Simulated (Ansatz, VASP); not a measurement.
## One calculation of InP, two programs

```
CELL_PARAMETERS angstrom
0.00000 2.74536 2.74536
2.74536 0.00000 2.74536
2.74536 2.74536 0.00000
ATOMIC_POSITIONS crystal
In 0.00000 0.00000 0.00000
P 0.50000 0.50000 0.50000
```

The cell was built by a generator and needn't be a form met in nature.

Alike in both runs: task single point; functional HSE06; k mesh 4 × 4 × 4; occupations fermi-dirac, width 0.02 eV; no spin polarisation.

|  | VASP | Ansatz |
| --- | --- | --- |
| version | VASP 6.6.1 | Ansatz 0.2.0 |
| potentials or method | VASP PAW PBE potentials, release 64 (In_d, P) | plane waves, PAW |
| plane-wave cutoff (eV) | 520 | 420 |
| valence electrons in the cell | 18 | 18 |

|  | VASP | Ansatz | Ansatz less VASP |
| --- | --- | --- | --- |
| pressure (GPa) | -0.4 | -0.4 | +0.05 |

The functional is the same, so the differences come from potentials, cutoffs and numerics. Ansatz warned: «filled_band_counts_differ_across_k_points».

Caveats: the k mesh is coarse (spacing up to 0.50 Å⁻¹), so the values aren't converged, least of all with exact exchange; the PAW data sets were made with another functional, which shifts forces and pressure a little (VASP).
